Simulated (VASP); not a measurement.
**VASP 6.6.1 run: PbS**

INCAR

```
GGA = PE
LWAVE = .FALSE.
IBRION = -1
NBANDS = 17
SIGMA = 0.02
ENCUT = 520
ISIF = 2
PREC = Medium
NELM = 58
LREAL = .FALSE.
LCHARG = .FALSE.
LASPH = .TRUE.
EDIFF = 1E-7
NSW = 0
ISMEAR = -1
```

KPOINTS

```
KPOINTS created by Atomic Simulation Environment
0
Gamma
8 8 8
0 0 0
```

POSCAR

```
Pb S
 1.0000000000000000
     2.1005109572676153    1.2127305665503221    3.4301898176962839
    -2.1005109572676153    1.2127305665503221    3.4301898176962839
     0.0000000000000000   -2.4254611332923268    3.4301898176285164
 Pb  S
   1   1
Cartesian
  0.0000000000000000 -0.0000000001874929 10.0656554322252081
 -0.0000000000000000 -0.0000000000915203  4.9133111500496573
```

The recommended PBE PAW datasets give the neutral cell 20 valence electrons.

Command

```
mpirun -np 1 vasp_std
```

OSZICAR

```
N       E                     dE             d eps       ncg     rms          rms(c)
DAV:   1     0.155551279463E+03    0.15555E+03   -0.94038E+03  2218   0.128E+03
DAV:   2     0.330166929508E+01   -0.15225E+03   -0.14652E+03  2326   0.317E+02
DAV:   3    -0.893377953474E+01   -0.12235E+02   -0.12140E+02  2819   0.928E+01
DAV:   4    -0.923558061585E+01   -0.30180E+00   -0.30151E+00  2838   0.159E+01
DAV:   5    -0.924619812965E+01   -0.10618E-01   -0.10616E-01  3260   0.299E+00    0.460E+00
DAV:   6    -0.875546156861E+01    0.49074E+00   -0.13993E+00  3471   0.799E+00    0.322E+00
DAV:   7    -0.875608732843E+01   -0.62576E-03   -0.14326E-01  2660   0.189E+00    0.186E+00
DAV:   8    -0.875977909931E+01   -0.36918E-02   -0.16643E-02  2603   0.139E+00    0.275E-01
DAV:   9    -0.875925566686E+01    0.52343E-03   -0.34626E-03  3489   0.518E-01    0.833E-02
DAV:  10    -0.875944329725E+01   -0.18763E-03   -0.37417E-04  2493   0.116E-01    0.544E-02
DAV:  11    -0.875945127394E+01   -0.79767E-05   -0.59715E-05  3023   0.844E-02    0.166E-02
DAV:  12    -0.875945210624E+01   -0.83230E-06   -0.43091E-06  2869   0.212E-02    0.333E-03
DAV:  13    -0.875945210681E+01   -0.56525E-09   -0.22395E-07  2884   0.419E-03
   1 F= -.87594521E+01 E0= -.87594519E+01  d E =-.461026E-06
```

From OUTCAR

```
k-points           NKPTS =     65   k-points in BZ     NKDIM =     65   number of bands    NBANDS=     17

   NELECT =      20.0000    total number of electrons

   dimension x,y,z NGX =    24 NGY =   24 NGZ =   24
   dimension x,y,z NGXF=    28 NGYF=   28 NGZF=   28

  energy-cutoff  :      520.00
  volume of cell :       52.43
      direct lattice vectors                 reciprocal lattice vectors
     2.100510957  1.212730567  3.430189818     0.238037321  0.137430911  0.097176352
    -2.100510957  1.212730567  3.430189818    -0.238037321  0.137430911  0.097176352
     0.000000000 -2.425461133  3.430189818     0.000000000 -0.274861822  0.097176352

 k-points in reciprocal lattice and weights: KPOINTS created by Atomic Simulation Env
   0.00000000  0.00000000  0.00000000       0.002
   0.12500000 -0.00000000  0.00000000       0.012
   0.12500000  0.12500000  0.12500000       0.004
   0.25000000 -0.00000000  0.00000000       0.012
   0.25000000  0.25000000  0.25000000       0.004
   0.37500000 -0.00000000  0.00000000       0.012
   0.37500000  0.37500000  0.37500000       0.004
   0.50000000 -0.00000000  0.00000000       0.006
   ...

 E-fermi :   5.9442

 k-point     1 :       0.0000    0.0000    0.0000
  band No.  band energies     occupation
      1     -11.0583      2.00000
      2     -11.0582      2.00000
      3     -11.0582      2.00000
      4     -11.0416      2.00000
      5     -11.0416      2.00000
      6      -7.7953      2.00000
      7      -0.2869      2.00000
      8       3.6091      2.00000
      9       3.6092      2.00000
     10       3.6092      2.00000
     11      10.9561      0.00000
     12      10.9565      0.00000
     13      10.9565      0.00000
     14      12.5015      0.00000
     15      12.5015      0.00000
     16      12.5016      0.00000
     17      14.4309      0.00000

 k-point     2 :       0.1250   -0.0000    0.0000
  band No.  band energies     occupation
      1     -11.0575      2.00000
      2     -11.0553      2.00000
      3     -11.0553      2.00000
      4     -11.0424      2.00000
      5     -11.0424      2.00000
      6      -7.6632      2.00000
      7      -0.7325      2.00000
      8       3.6505      2.00000
      9       3.6505      2.00000
     10       3.9424      2.00000
     11       9.7404      0.00000
     12      10.1823      0.00000
     13      10.1824      0.00000
     14      12.4525      0.00000
     15      12.8698      0.00000
     16      12.8698      0.00000
     17      15.6193      0.00000

 k-point     3 :       0.1250    0.1250    0.1250
  band No.  band energies     occupation
      1     -11.0576      2.00000
      2     -11.0553      2.00000
      3     -11.0553      2.00000
      4     -11.0425      2.00000
      5     -11.0425      2.00000
      6      -7.6632      2.00000
      7      -0.7325      2.00000
      8       3.6505      2.00000
      9       3.6505      2.00000
     10       3.9424      2.00000
     11       9.7405      0.00000
     12      10.1823      0.00000
     13      10.1823      0.00000
     14      12.4527      0.00000
     15      12.8698      0.00000
     16      12.8698      0.00000
     17      15.6192      0.00000

 ...

  Total        0.6055088      0.6055088      0.6095484      0.0000000     -0.0000000      0.0000000
  in kB       18.5042875     18.5042875     18.6277375      0.0000000     -0.0000000      0.0000000
  external PRESSURE =      18.5454375 kB  Pullay stress =       0.0000000 kB

 POSITION                                       TOTAL-FORCE (eV/Angst)
 -----------------------------------------------------------------------------------
      0.00000     -0.00000     10.06566         0.000000      0.000000     -0.005943
      0.00000     -0.00000      4.91331         0.000000     -0.000000      0.005943
 -----------------------------------------------------------------------------------
    total drift:                               -0.000000      0.000005     -0.008951

  FREE ENERGIE OF THE ION-ELECTRON SYSTEM (eV)
  ---------------------------------------------------
  free  energy   TOTEN  =        -8.7594521068 eV

  energy  without entropy=       -8.7594516458  energy(sigma->0) =       -8.75945188
```

It converged. Results: gap between bands v and c on the k mesh 0.38 eV; least direct gap on the k mesh 0.38 eV; pressure 1.9 GPa. Band v is the last that the valence electrons fill when counted band by band, and c is the next.

For comparison, a separate PBE run of the intended cell, on usual settings and not on those above, gives a gap of 0.38 eV on its mesh and a pressure of 1.9 GPa.

The run above took about 19 s on one core of a shared host (Intel Xeon Platinum 8488C) and held 0.16 GiB at most.
